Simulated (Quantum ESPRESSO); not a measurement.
The system is CoO.

```xyz
2
Lattice="1.5055 0.8692 2.4399 -1.5055 0.8692 2.4399 0.0000 -1.7384 2.4399" Properties=species:S:1:pos:R:3 pbc="T T T"
Co    0.0000    0.0000    0.0000
O     0.0000    0.0000    3.6599
```

The cell is a database's computed one.

```yaml
Program: Quantum ESPRESSO 7.5
Task: single point
Functional: PBEsol
Potentials_or_basis: GBRV 1.5 PBEsol
Cutoff: 762 eV
Density_cutoff: 6095 eV
k_mesh: 11 × 11 × 11
Occupations: fermi-dirac, width 0.05 eV
Spin: collinear spin, ferromagnetic start
Starting_moments: "[2.0, 0.0] μB"
```

On this cell: pressure -8.8 GPa; largest force under 0.003 eV/Å; net moment 2.99 μB per cell; site moments Co +2.54; O +0.35 μB; band gap on the k mesh none (metal or under the smearing width).

The same run follows on a disturbed copy (atoms moved at random, drawn with an rms of 0.05 Å):

```
CELL_PARAMETERS angstrom
1.50547 0.86918 2.43993
-1.50547 0.86918 2.43993
0.00000 -1.73837 2.43993
ATOMIC_POSITIONS crystal
Co 0.99683 0.00019 0.00637
O 0.47022 0.51568 0.50987
```

Task: What does the disturbed cell give?

Result: The energy (extrapolated to zero smearing) moves by -0.3 meV/atom; pressure -8.4 GPa; largest force 0.011 eV/Å; net moment 2.99 μB per cell; site moments Co +2.52; O +0.35 μB; band gap on the k mesh none (metal or under the smearing width).

Forces in eV/Å, atoms in the order of the input:
```
Co   0.008  0.005  0.005
O   -0.008 -0.005 -0.005
```

Stress tensor (GPa, compression positive):
```
-8.36 -0.18  0.02
-0.18 -8.43 -0.31
 0.02 -0.31 -8.56
```

Caveats: a cell with one magnetic atom can't hold antiferromagnetic order, which such compounds often take; semilocal functionals often make such compounds metallic where correlation or magnetic order opens a gap, which also shifts bond lengths.
